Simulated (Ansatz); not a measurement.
Run on Yb (fcc type): DFT, PBE, PAW with Ansatz's default frozen-core files, scalar-relativistic (Ansatz 0.2.0). This run: cell relaxed at zero pressure.

The start is a guessed cell of a prototype that needn't be stable.

Command: `ansatz run input.yaml --threads 2 --pin off --max-ram 7168MiB --backend cpu --events-out ev --progress --plain --runs-dir out` It took 4.1 s on 2 threads of Arm Neoverse V2, with other jobs on the host, peak memory 0.34 GiB.

```yaml
crystal:
  lattice:
    - [0.0, 2.6115853807, 2.6115853807]
    - [2.6115853807, 0.0, 2.6115853807]
    - [2.6115853807, 2.6115853807, 0.0]
  atoms:
    - { symbol: Yb, position: [0.0, 0.0, 0.0] }
kpoints:
  mp_grid: { grid: [13, 13, 13] }
scf:
  occupations: { method: fermi_dirac, width: 0.1 }
hamiltonian:
  xc: pbe
  pseudopotentials: { kind: paw }
output:
  forces: true
  stress: true
relax:
  f_tol: 0.005
  max_steps: 40
  cell: {}
```

Output:

```
Engine: ansatz 0.2.0
Pseudopotentials: kind: paw
Pseudopotential: Yb, paw, valence charge 24, recommended cutoff 420 eV (normal), Yb.paw.azcp
Functional definition: PBE
  parameter kappa = 0.804
  parameter beta = 0.06672455060314922
  exchange = pbe_x(kappa = kappa, mu = beta*pi^2/3)
  correlation = pbe_c(beta = beta)
Crystal: 1 atoms, lattice volume = 35.624 Å³
Basis set: ecut = 420 eV, 725 PW (Γ), exchange–correlation on 50×50×50 points (8 copies of the dense FFT grid, shifted against one another)
Bands: 16, of which v1, the nominal top of the filled ones, is band 12 counted from 1 (11 counted from 0)
Symmetry: 48 space group operations
Space group: Fm-3m (ITA 225), of the structure as read, at distance tolerance 3.3e-5 Å
k-points: 84 of 2197
Non-local potential: Yb, projectors of the file, l = 0: 3, l = 1: 2, l = 2: 2, l = 3: 3
PAW form: soft (Blöchl's): semilocal exchange-correlation on the pseudo side does not see the compensation charge
PAW one-centre angular grid: Yb, 590 points (default); XC on 64 Gauss nodes
Initial density: superposition of atomic densities (neutral atoms: chi_scale 0, normalization atom), corrected by the library's trained network
Initial wavefunctions: pseudopotential atomic-orbital guess
Functional: x = pbe(κ = 0.804, μ = 0.2195149727645171), c = pbe(β = 0.06672455060314922)
SCF iter   1: F=—  HF=-13795.064537 eV  |F-HF|=—  |Δ(HF+E_count)|=         —  Δρ=2.59e-3  dr2=1.83e-3  ethr=1.77e-3  ⟨swp⟩=5.3  Hψ=6552  notcnv=0
preconditioner: auto → Kerker (q_TF=auto, 2.554 Å⁻¹)  [metal: Δε(μ)=0.094 eV  Ē_g=9.956 eV  σ=0.100 eV  W_gap=0.22  n_scr=14 (ndim 8)  ℏωp=29.2 eV  f_vac=0.000  D(μ)=1.84/eV (n_scr^D=14)]
SCF iter   2: F=—  HF=-13795.058760 eV  |F-HF|=—  |Δ(HF+E_count)|=   5.78e-3  Δρ=1.04e-3  dr2=3.51e-4  ethr=7.61e-6  ⟨swp⟩=2.3  Hψ=3095  notcnv=0
SCF iter   3: F=—  HF=-13795.057773 eV  |F-HF|=—  |Δ(HF+E_count)|=   9.87e-4  Δρ=7.81e-4  dr2=2.40e-4  ethr=1.46e-6  ⟨swp⟩=2.1  Hψ=1759  notcnv=0
SCF iter   4: F=—  HF=-13795.057584 eV  |F-HF|=—  |Δ(HF+E_count)|=   1.90e-4  Δρ=1.48e-4  dr2=1.32e-5  ethr=1.00e-6  ⟨swp⟩=2.8  Hψ=2390  notcnv=0
SCF iter   5: F=—  HF=-13795.057589 eV  |F-HF|=—  |Δ(HF+E_count)|=   5.60e-6  Δρ=6.76e-5  dr2=2.96e-6  ethr=5.51e-8  ⟨swp⟩=2.2  Hψ=2289  notcnv=0
SCF iter   6: F=—  HF=-13795.057588 eV  |F-HF|=—  |Δ(HF+E_count)|=   1.35e-6  Δρ=2.59e-5  dr2=3.48e-7  ethr=1.23e-8  ⟨swp⟩=2.0  Hψ=1981  notcnv=0
SCF iter   7: F=—  HF=-13795.057588 eV  |F-HF|=—  |Δ(HF+E_count)|=   1.20e-7  Δρ=1.20e-5  dr2=5.32e-8  ethr=4.17e-10  ⟨swp⟩=5.1  Hψ=5744  notcnv=0
SCF iter   8: F=-13795.057588 eV  HF=-13795.057588 eV  |F-HF|=5.58e-8  |Δ(HF+E_count)|=   4.45e-8  Δρ=3.66e-6  dr2=3.43e-9  ethr=2.22e-10  ⟨swp⟩=4.7  Hψ=5013  notcnv=0
SCF 1 converged in 8 iterations: F = -13795.057588 eV  dr2 = 3.43e-9
  greatest PAW one-centre occupation: 0.997 electrons in one spin orbital (limit 2), on the Yb atom at site 0 (counted from 0), in its partial waves of l = 0
relax step   1: F+E_penalty+E_count = -13795.05758800 eV  Δ(F+E_penalty+E_count) = +0.000e0 eV  max|allowed force component| = 0.000e0 eV/Å  Δτ_max = 0.0000 Å  P = +0.077 GPa  Ω = 35.624 Å³  (8 SCF iters, dr2 threshold 1.00e-7 eV, accepted)
Crystal: 1 atoms, lattice volume = 35.690 Å³
Initial density: handed on by an earlier stage of this run
Initial wavefunctions: those handed on with the density
iter 1 solved again at ethr=5.55e-7 eV; its pass at ethr=3.10e-3 eV (dr2=1.33e-4 eV) is discarded
SCF iter   1: F=—  HF=-13795.057601 eV  |F-HF|=—  |Δ(HF+E_count)|=         —  Δρ=5.28e-4  dr2=7.84e-5  ethr=5.55e-7  ⟨swp⟩=2.0  Hψ=7282  notcnv=0
preconditioner: auto → Kerker (q_TF=auto, 2.554 Å⁻¹)  [metal: Δε(μ)=0.099 eV  Ē_g=9.949 eV  σ=0.100 eV  W_gap=0.23  n_scr=14 (ndim 8)  ℏωp=29.2 eV  f_vac=0.000  D(μ)=1.90/eV (n_scr^D=14)]
SCF iter   2: F=—  HF=-13795.057597 eV  |F-HF|=—  |Δ(HF+E_count)|=   3.94e-6  Δρ=2.43e-4  dr2=1.71e-5  ethr=3.27e-7  ⟨swp⟩=1.0  Hψ=1344  notcnv=0
SCF iter   3: F=—  HF=-13795.057596 eV  |F-HF|=—  |Δ(HF+E_count)|=   9.91e-7  Δρ=2.62e-5  dr2=3.11e-7  ethr=7.11e-8  ⟨swp⟩=1.0  Hψ=1344  notcnv=0
SCF iter   4: F=—  HF=-13795.057595 eV  |F-HF|=—  |Δ(HF+E_count)|=   6.27e-7  Δρ=5.87e-6  dr2=7.38e-9  ethr=1.29e-9  ⟨swp⟩=2.0  Hψ=2358  notcnv=0
iter 5 did not close the SCF: its close was put off for the readings that it lacked (scf_convergence_deferred on its scf_iter line)
SCF iter   5: F=-13795.057595 eV  HF=-13795.057595 eV  |F-HF|=5.35e-10  |Δ(HF+E_count)|=   1.02e-8  Δρ=1.42e-6  dr2=1.07e-9  ethr=3.07e-11  ⟨swp⟩=2.0  Hψ=2366  notcnv=0
SCF iter   6: F=-13795.057595 eV  HF=-13795.057595 eV  |F-HF|=3.07e-10  |Δ(HF+E_count)|=  1.64e-10  Δρ=1.01e-6  dr2=4.93e-10  ethr=4.47e-12  ⟨swp⟩=3.1  Hψ=4983  notcnv=0
SCF 2 converged in 6 iterations: F = -13795.057595 eV  dr2 = 4.93e-10
relax step   2: F+E_penalty+E_count = -13795.05759517 eV  Δ(F+E_penalty+E_count) = -7.162e-6 eV  max|allowed force component| = 0.000e0 eV/Å  Δτ_max = 0.0000 Å  P = +0.044 GPa  Ω = 35.690 Å³  energy of the carried Pulay correction = -1.799e-5 eV  (6 SCF iters, dr2 threshold 1.49e-8 eV, accepted)
Initial wavefunctions: pseudopotential atomic-orbital guess (no wavefunctions were taken with the density)
iter 1 solved again at ethr=9.67e-8 eV; its pass at ethr=3.10e-3 eV (dr2=2.32e-5 eV) is discarded
SCF iter   1: F=—  HF=-13795.057614 eV  |F-HF|=—  |Δ(HF+E_count)|=         —  Δρ=4.30e-6  dr2=4.35e-9  ethr=9.67e-8  ⟨swp⟩=4.4  Hψ=11334  notcnv=0
eigensolver tolerance schedule: the retry pair's looser diagonalisation over-reported the residual by 5329.36 of it (diagonalisation noise at 0.20 of the residual, at the tolerance the schedule requests for it); recorded, not acted on — ethr = c·dr2/N_el stays at c = 1.0e-1
preconditioner: auto → Kerker (q_TF=auto, 2.554 Å⁻¹)  [metal: Δε(μ)=0.098 eV  Ē_g=9.947 eV  σ=0.100 eV  W_gap=0.23  n_scr=14 (ndim 8)  ℏωp=29.2 eV  f_vac=0.000  D(μ)=1.92/eV (n_scr^D=14)]
SCF iter   2: F=—  HF=-13795.057615 eV  |F-HF|=—  |Δ(HF+E_count)|=   7.01e-7  Δρ=1.31e-6  dr2=2.32e-10  ethr=1.81e-11  ⟨swp⟩=3.6  Hψ=3587  notcnv=0
SCF iter   3: F=—  HF=-13795.057615 eV  |F-HF|=—  |Δ(HF+E_count)|=  7.64e-10  Δρ=1.25e-6  dr2=7.56e-10  ethr=1.00e-12  ⟨swp⟩=2.0  Hψ=2377  notcnv=0
SCF iter   4: F=—  HF=-13795.057615 eV  |F-HF|=—  |Δ(HF+E_count)|=  1.75e-10  Δρ=1.11e-6  dr2=4.78e-10  ethr=1.00e-12  ⟨swp⟩=2.4  Hψ=2539  notcnv=0  recentre
SCF iter   5: F=—  HF=-13795.057615 eV  |F-HF|=—  |Δ(HF+E_count)|=  4.18e-11  Δρ=8.00e-7  dr2=2.73e-10  ethr=1.00e-12  ⟨swp⟩=2.6  Hψ=2463  notcnv=0
SCF iter   6: F=—  HF=-13795.057615 eV  |F-HF|=—  |Δ(HF+E_count)|=  5.46e-11  Δρ=3.92e-7  dr2=4.78e-11  ethr=1.00e-12  ⟨swp⟩=2.0  Hψ=1945  notcnv=0
SCF iter   7: F=—  HF=-13795.057615 eV  |F-HF|=—  |Δ(HF+E_count)|=  5.46e-12  Δρ=1.17e-7  dr2=2.88e-12  ethr=1.00e-12  ⟨swp⟩=5.1  Hψ=6941  notcnv=0
SCF iter   8: F=-13795.057615 eV  HF=-13795.057615 eV  |F-HF|=7.28e-12  |Δ(HF+E_count)|=    0.00e0  Δρ=2.90e-8  dr2=1.80e-13  ethr=1.00e-12  ⟨swp⟩=5.2  Hψ=5639  notcnv=0
SCF 3 converged in 8 iterations: F = -13795.057615 eV  dr2 = 1.80e-13
relax step   3: F+E_penalty+E_count = -13795.05761497 eV  Δ(F+E_penalty+E_count) = -1.980e-5 eV  max|allowed force component| = 0.000e0 eV/Å  Δτ_max = 0.0000 Å  P = +0.044 GPa  Ω = 35.690 Å³  stress off target by 4.39e-2 GPa  SCF on the basis re-selected at this cell (its energy is not comparable with the rows above)  (8 SCF iters)
basis re-selected at this cell: Δ(F+E_penalty+E_count) = -1.980e-5 eV, ΔP = +0.000 GPa vs the last step (what re-selecting the basis moved, of the pressure what is left beyond the Pulay correction that the steps carried, after the strain that the cell walked since its last selection, with what the two solves' SCF thresholds leave and, on support functions, any second-order correction that the steps lacked; it is no measure of the basis error at this ecutwfc). This SCF's stress stands 4.39e-2 GPa from its target on what of the cell is left free (relax.cell.stress_tol is 5.00e-2 GPa) and its largest allowed force component is 0.00e0 eV/Å (relax.f_tol is 5.00e-3 eV/Å): within both
SCF converged after 8 iterations
Free energy (F): -13795.057615 eV
Harris-Foulkes:  -13795.057615 eV  (|F-HF|=7.28e-12)
Internal energy: -13794.971297 eV  (E = F + TS)
E sigma→0 (E₀):  -13795.014456 eV
Entropy (-TS):   -0.086318 eV (-86.318 meV/atom)
Fermi energy:    10.772254 eV
--- Per-component energies (eV) ---
  E_band       = -0.434560
  E_kinetic    = 354.108869
  E_local      = -6269.390499  (includes V_loc(G=0)·N_el)
  E_nonlocal   = 549.358412
  E_hartree    = 2725.428286
  E_xc         = -163.029377
  E_vxc        = -202.962459  (∫ρ·V_xc dr)
  E_paw        = -7353.408327  (= ΣΔE_a)
  E_vpaw       = 117.594578  (= ΣTr[D̂ρ^β])
  E_aug_tail   = 0.000003  (compensation charges beyond the density's cutoff)
  E_ewald      = -3638.038664
  E_smearing   = -0.086318  (= −TS)
  E_closure    = 0.000000  (closes the sum)
  Σ components = -13795.057615   (vs F -13795.057615, Δ=0.00e0)
--- Forces (eV/Å), atoms counted from 1 ---
  atom   1  Yb    -0.00000000     0.00000000    -0.00000000
  max |Σ_I F_I| component: 1.31e-30 eV/Å
--- Stress (GPa, compression-positive) ---
        0.043918       0.000000      -0.000000
        0.000000       0.043918       0.000000
       -0.000000      -0.000000       0.043918
  P = ⅓ Tr σ = 0.0439 GPa (0.439 kbar)
--- Relaxed structure (2 steps of the walk, 2 accepted, 1 SCFs on fresh bases) ---
  F+E_penalty+E_count = -13795.05761497 eV   max|allowed force component| = 0.000e0 eV/Å   (the final SCF, on the basis selected at the relaxed cell)
  cell:  # Å, volume = 35.6903 Å³
    - [-2.2292252643918205e-35, 2.6132036550441984, 2.6132036550441984]
    - [2.6132036550441984, -6.369215041119485e-36, 2.6132036550441984]
    - [2.6132036550441984, 2.6132036550441984, -9.553822561679234e-36]
  atoms:
    - { symbol: Yb, position: [0.0, 0.0, 0.0] }
```

Next run (fcc relaxed under pressure), as changes to the input before:

```diff
   lattice:
-    - [0.0, 2.6115853807, 2.6115853807]
-    - [2.6115853807, 0.0, 2.6115853807]
-    - [2.6115853807, 2.6115853807, 0.0]
+    - [0.0, 2.4085768675, 2.4085768675]
+    - [2.4085768675, 0.0, 2.4085768675]
+    - [2.4085768675, 2.4085768675, 0.0]
   atoms:
 kpoints:
-  mp_grid: { grid: [13, 13, 13] }
+  mp_grid: { grid: [14, 14, 14] }
 scf:
   stress: true
+  eigenvalues: true
 relax:
   max_steps: 40
-  cell: {}
+  cell: { p_target: 6.9, stress_tol: 0.03 }
```

Results part of the output:

```
basis re-selected at this cell: Δ(F+E_penalty+E_count) = -6.173e-6 eV, ΔP = +0.000 GPa vs the last step (what re-selecting the basis moved, of the pressure what is left beyond the Pulay correction that the steps carried, after the strain that the cell walked since its last selection, with what the two solves' SCF thresholds leave and, on support functions, any second-order correction that the steps lacked; it is no measure of the basis error at this ecutwfc). This SCF's stress stands 4.35e-3 GPa from its target on what of the cell is left free (relax.cell.stress_tol is 3.00e-2 GPa) and its largest allowed force component is 0.00e0 eV/Å (relax.f_tol is 5.00e-3 eV/Å): within both
SCF converged after 9 iterations
Free energy (F): -13794.918576 eV
Harris-Foulkes:  -13794.918576 eV  (|F-HF|=3.64e-12)
Internal energy: -13794.839098 eV  (E = F + TS)
E sigma→0 (E₀):  -13794.878837 eV
Entropy (-TS):   -0.079478 eV (-79.478 meV/atom)
Fermi energy:    14.094521 eV
--- Per-component energies (eV) ---
  E_band       = 80.711907
  E_kinetic    = 360.905761
  E_local      = -5733.774772  (includes V_loc(G=0)·N_el)
  E_nonlocal   = 541.738964
  E_hartree    = 2497.536629
  E_xc         = -165.901998
  E_vxc        = -206.801919  (∫ρ·V_xc dr)
  E_paw        = -7349.462048  (= ΣΔE_a)
  E_vpaw       = 123.570611  (= ΣTr[D̂ρ^β])
  E_aug_tail   = 0.000003  (compensation charges beyond the density's cutoff)
  E_ewald      = -3945.881638
  E_smearing   = -0.079478  (= −TS)
  E_closure    = -0.000000  (closes the sum)
  Σ components = -13794.918576   (vs F -13794.918576, Δ=0.00e0)
--- Forces (eV/Å), atoms counted from 1 ---
  atom   1  Yb    -0.00000000     0.00000000     0.00000000
  max |Σ_I F_I| component: 5.61e-32 eV/Å
--- Stress (GPa, compression-positive) ---
        6.904350       0.000000      -0.000000
        0.000000       6.904350       0.000000
       -0.000000       0.000000       6.904350
  P = ⅓ Tr σ = 6.9044 GPa (69.044 kbar)
--- Band table (eV; the first three rows and the last of 104) ---
  k-point 0: bands = ["-37.4436", "-9.4269", "-9.4269", "-9.4269", "8.4396", "13.3646", "13.5066", "13.5066", "13.5066", "13.6627", "13.6627", "13.6627", "17.2032", "17.2032", "17.2032", "19.9478"]
  k-point 1: bands = ["-37.4410", "-9.4675", "-9.4318", "-9.4318", "8.5960", "13.3656", "13.5031", "13.5109", "13.5109", "13.6516", "13.6516", "13.6630", "17.0138", "17.2857", "17.2857", "19.8441"]
  k-point 2: bands = ["-37.4338", "-9.5794", "-9.4457", "-9.4457", "9.0451", "13.3698", "13.4931", "13.5231", "13.5231", "13.6237", "13.6237", "13.6638", "16.5554", "17.4715", "17.4715", "19.6562"]
  k-point 103: bands = ["-37.3743", "-9.9706", "-9.8726", "-9.7082", "13.3067", "13.4637", "13.5017", "13.5068", "13.5480", "13.5585", "13.6088", "13.9061", "14.8073", "15.4738", "17.9624", "22.6391"]
--- Relaxed structure (2 steps of the walk, 2 accepted, 1 SCFs on fresh bases) ---
  F+E_penalty+E_count = -13794.91857604 eV   max|allowed force component| = 0.000e0 eV/Å   (the final SCF, on the basis selected at the relaxed cell)
  cell:  # Å, volume = 27.9717 Å³
    - [6.369215041119488e-35, 2.4093312488550924, 2.4093312488550924]
    - [2.4093312488550924, 3.566760423026913e-34, 2.4093312488550924]
    - [2.4093312488550924, 2.4093312488550924, 3.4393761222045233e-34]
  atoms:
    - { symbol: Yb, position: [0.0, 0.0, 0.0] }
```

Next run (bcc relaxed under pressure), as changes to the input before:

```diff
   lattice:
-    - [0.0, 2.4085768675, 2.4085768675]
-    - [2.4085768675, 0.0, 2.4085768675]
-    - [2.4085768675, 2.4085768675, 0.0]
+    - [-1.9116887266, 1.9116887266, 1.9116887266]
+    - [1.9116887266, -1.9116887266, 1.9116887266]
+    - [1.9116887266, 1.9116887266, -1.9116887266]
   atoms:
   eigenvalues: true
+  write_density: true
+  write_potential: true
+  elf: true
+  volumetric_format: npy
 relax:
```

Results part of the output:

```
basis re-selected at this cell: Δ(F+E_penalty+E_count) = +5.228e-5 eV, ΔP = -0.002 GPa vs the last step (what re-selecting the basis moved, of the pressure what is left beyond the Pulay correction that the steps carried, after the strain that the cell walked since its last selection, with what the two solves' SCF thresholds leave and, on support functions, any second-order correction that the steps lacked; it is no measure of the basis error at this ecutwfc). This SCF's stress stands 1.91e-2 GPa from its target on what of the cell is left free (relax.cell.stress_tol is 3.00e-2 GPa) and its largest allowed force component is 0.00e0 eV/Å (relax.f_tol is 5.00e-3 eV/Å): within both
SCF converged after 6 iterations
Free energy (F): -13794.941295 eV
Harris-Foulkes:  -13794.941295 eV  (|F-HF|=1.82e-12)
Internal energy: -13794.873970 eV  (E = F + TS)
E sigma→0 (E₀):  -13794.907632 eV
Entropy (-TS):   -0.067326 eV (-67.326 meV/atom)
Fermi energy:    14.221621 eV
--- Per-component energies (eV) ---
  E_band       = 83.637741
  E_kinetic    = 360.843778
  E_local      = -5714.566403  (includes V_loc(G=0)·N_el)
  E_nonlocal   = 541.907806
  E_hartree    = 2489.437404
  E_xc         = -165.922470
  E_vxc        = -206.829317  (∫ρ·V_xc dr)
  E_paw        = -7349.565101  (= ΣΔE_a)
  E_vpaw       = 123.407117  (= ΣTr[D̂ρ^β])
  E_aug_tail   = 0.000003  (compensation charges beyond the density's cutoff)
  E_ewald      = -3957.008986
  E_smearing   = -0.067326  (= −TS)
  E_closure    = -0.000000  (closes the sum)
  Σ components = -13794.941295   (vs F -13794.941295, Δ=0.00e0)
--- Forces (eV/Å), atoms counted from 1 ---
  atom   1  Yb     0.00000000    -0.00000000     0.00000000
  max |Σ_I F_I| component: 1.45e-30 eV/Å
--- Stress (GPa, compression-positive) ---
        6.880914       0.000000      -0.000000
        0.000000       6.880914      -0.000000
       -0.000000       0.000000       6.880914
  P = ⅓ Tr σ = 6.8809 GPa (68.809 kbar)
--- Band table (eV; the first three rows and the last of 104) ---
  k-point 0: bands = ["-37.3276", "-9.2978", "-9.2978", "-9.2978", "8.5587", "13.5551", "13.5551", "13.5551", "13.7625", "13.7625", "13.7625", "13.8073", "17.4002", "17.4002", "17.4002", "19.7889"]
  k-point 1: bands = ["-37.3248", "-9.3398", "-9.3104", "-9.2981", "8.7256", "13.5549", "13.5573", "13.5600", "13.7554", "13.7590", "13.7591", "13.7967", "17.2650", "17.3331", "17.5787", "19.5676"]
  k-point 2: bands = ["-37.3167", "-9.4552", "-9.3454", "-9.2990", "9.2046", "13.5550", "13.5628", "13.5750", "13.7369", "13.7394", "13.7510", "13.7821", "16.9164", "17.0307", "18.0999", "19.2763"]
  k-point 103: bands = ["-37.2254", "-9.8341", "-9.8341", "-9.8341", "13.0679", "13.0679", "13.5628", "13.6346", "13.6346", "13.6346", "13.7790", "13.7790", "13.7790", "21.2015", "21.2015", "21.2015"]
--- Relaxed structure (2 steps of the walk, 2 accepted, 1 SCFs on fresh bases) ---
  F+E_penalty+E_count = -13794.94129540 eV   max|allowed force component| = 0.000e0 eV/Å   (the final SCF, on the basis selected at the relaxed cell)
  cell:  # Å, volume = 27.7416 Å³
    - [-1.9070284449418542, 1.9070284449418542, 1.9070284449418542]
    - [1.9070284449418542, -1.9070284449418542, 1.9070284449418542]
    - [1.9070284449418542, 1.9070284449418542, -1.9070284449418542]
  atoms:
    - { symbol: Yb, position: [0.0, 0.0, 0.0] }
```

Spin–orbit coupling is left out, which matters for the heavy atoms.
